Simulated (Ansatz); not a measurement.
Crystal: Fe.

```
Fe
1.0
    -1.44300    1.44300    1.44300
     1.44300   -1.44300    1.44300
     1.44300    1.44300   -1.44300
Fe
1
Cartesian
  0.0000 0.0000 0.0000
```

- Program: Ansatz 0.2.0
- Task: single point
- Functional: PBEsol
- Potentials or basis: Ansatz PAW
- Cutoff: 420 eV (not typed: the program's choice for these potentials)
- k mesh: 13 × 13 × 13
- Occupations: fermi-dirac, width 0.05 eV
- Spin: collinear spin, ferromagnetic start
- Starting moments: [3.0] μB

On this cell: pressure -17.9 GPa; net moment 2.26 μB per cell; site moments Fe +2.31 μB; band gap on the k mesh none (metal or under the smearing width).

The same run follows on a disturbed copy (cell strained at random at fixed volume):

```xyz
1
Lattice="-1.4815 1.4342 1.4590 1.4675 -1.4310 1.4417 1.4535 1.4030 -1.4557" Properties=species:S:1:pos:R:3 pbc="T T T"
Fe   -0.0126   -0.0290   -0.0073
```

Question: What changes?

Answer: The energy (extrapolated to zero smearing) moves by +2.9 meV/atom; pressure -17.7 GPa; net moment 2.27 μB per cell; site moments Fe +2.31 μB; band gap on the k mesh none (metal or under the smearing width).

Stress tensor (GPa, compression positive):
```
-18.82   1.34   0.59
  1.34 -16.23  -0.05
  0.59  -0.05 -18.20
```

Caveats: the PAW data sets come from PBE, with cores solved anew for the run's functional, which leaves a small shift of forces and pressure; so large a pressure means that the cell lies far from this level's equilibrium, or that cutoff or potentials fall short (some runs).
